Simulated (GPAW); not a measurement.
Consider B on a N site in Ti3AlN.

```xyz
20
Lattice="4.1170 4.1170 4.1170 -4.1170 4.1170 -4.1170 -4.1170 4.1170 4.1170" Properties=species:S:1:pos:R:3 pbc="T T T"
Ti   -0.0353    2.0585    2.0585
Ti    0.0000    6.1755    2.0585
Ti   -4.1170    6.1755    2.0585
Ti    0.0353    6.1755    6.1755
Ti   -2.0585    6.1755    4.0817
Ti   -6.1755    6.1755    0.0000
Ti   -2.0585    6.1755    0.0353
Ti   -2.0585    2.0585    0.0000
Ti   -2.0585    4.0817   -2.0585
Ti    2.0585    4.1523    2.0585
Ti   -2.0585    4.1170    2.0585
Ti   -2.0585    8.2340    2.0585
Al    0.0000    0.0000    0.0000
Al    0.0000    4.1170    0.0000
Al   -4.1170    4.1170    0.0000
Al    0.0000    4.1170    4.1170
B     2.0585    2.0585    2.0585
N    -2.0585    2.0585   -2.0585
N    -2.0585    6.1755    2.0585
N    -2.0585    2.0585    2.0585
```

Absorber: atom 17, with 6 Ti at 2.09 Å (octahedral; the defect atom itself). Method: GPAW, PBE, excited-electron core hole (neutral cell), 20-atom cell with 7.1 Å between holes, 5×5×5 k points, dipole transitions, Gaussian full width 0.9 eV up to 4 eV, rising linearly to 3.5 eV at 25 eV.

Q: Predict the near-edge structure at the B K edge.

Main maxima up to 24 eV above the zero (height): 0.7 eV (0.83), 3.2 eV (1.89), 6.2 eV (1.55), 8.7 eV (1.69), 14.7 eV (1.49) and 19.9 eV (0.92). A K edge sees empty p states on the absorber. The total-energy difference is 191.17 eV. One term is added: -5.59 eV, since the hole is spin-paired here and a spin-polarised one costs that much less in the free atom (computed apart). The photon energy is then 185.58 eV. The functional leaves an error of a few eV in such absolute values.

The B K spectrum (energy from the lowest empty level; intensity scaled to a mean of 1 over the first 20 eV):

```csv
E (eV),intensity
-2.0,0.00
-1.5,0.00
-1.0,0.00
-0.5,0.06
0.0,0.39
0.5,0.78
1.0,0.76
1.5,0.42
2.0,0.31
2.5,0.97
3.0,1.81
3.5,1.80
4.0,1.36
4.5,1.15
5.0,1.30
5.5,1.37
6.0,1.52
6.5,1.46
7.0,1.09
7.5,1.00
8.0,1.33
8.5,1.66
9.0,1.60
9.5,1.22
10.0,0.84
10.5,0.59
11.0,0.45
11.5,0.38
12.0,0.41
12.5,0.54
13.0,0.77
13.5,1.06
14.0,1.32
14.5,1.47
15.0,1.47
15.5,1.31
16.0,1.03
16.5,0.75
17.0,0.56
17.5,0.49
18.0,0.53
18.5,0.66
19.0,0.79
19.5,0.89
20.0,0.92
20.5,0.88
21.0,0.79
21.5,0.69
22.0,0.59
22.5,0.52
23.0,0.47
23.5,0.44
24.0,0.43
24.5,0.43
25.0,0.44
25.5,0.45
26.0,0.46
26.5,0.47
27.0,0.48
27.5,0.49
```

In so small a cell the defects form an ordered array, and no site is far from one.

[Banner, clock and machine lines of the logs are left out without a mark of their own.]

[Logs are printed without paths, hosts, clocks, repeated set-up lines and the standing remarks that a program may print on its own settings, such as how far it seeks lower states.]

[Hosts, paths, dates, database ids (printed as entryN), source tags and the programs' standing remarks are cut or masked in the printed files.]

[Lists of maxima count a maximum above −3 eV only where it reaches 4 % of the highest in the window and stands out from its surroundings by 2 % of it (1.5 % where it reaches 55 %); shoulders and weaker maxima are passed over, and of the rest the first, up to two pre-edge ones and the few strongest are named.]
